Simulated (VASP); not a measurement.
Crystal: CoO.

```
CELL_PARAMETERS angstrom
2.57053 0.00000 0.00000
0.00000 2.57053 0.00000
0.00000 0.00000 2.57053
ATOMIC_POSITIONS crystal
Co 0.00000 0.00000 0.00000
O 0.50000 0.50000 0.50000
```

Measurements of this composition are mostly on another form, of space group No. 225.

Base run:

| Item | Value |
| --- | --- |
| Program | VASP 6.6.1 |
| Functional | PBE |
| Potentials or basis | VASP PAW PBE potentials, release 64 (Co, O) |
| Cutoff | 520 eV |
| k mesh | 7 × 7 × 7 |
| Occupations | gaussian, width 0.05 eV |
| Spin | collinear spin, zero start |
| Starting moments | [0.0, 0.0] μB |
| Hubbard terms | Co d U = 6 eV |

Its results: band gap on the k mesh none (metal or under the smearing width); pressure -10.1 GPa; net moment 0.00 μB per cell.

**Question.** The run is repeated on the same cell with these changes: spin from collinear spin, zero start to collinear spin, ferromagnetic start; moments at the start from [0.0, 0.0] to [2.0, 0.0]. What comes out?

**Answer.** Band gap on the k mesh 1.96 eV, indirect (least direct gap 2.94 eV); pressure 16.9 GPa; net moment 3.00 μB per cell; site moments Co +2.79; O +0.20 μB.

Caveats: an odd mesh through Γ misses points on the zone boundary, where band edges often lie (some runs); a cell with one magnetic atom can't hold antiferromagnetic order, which such compounds often take (some runs).
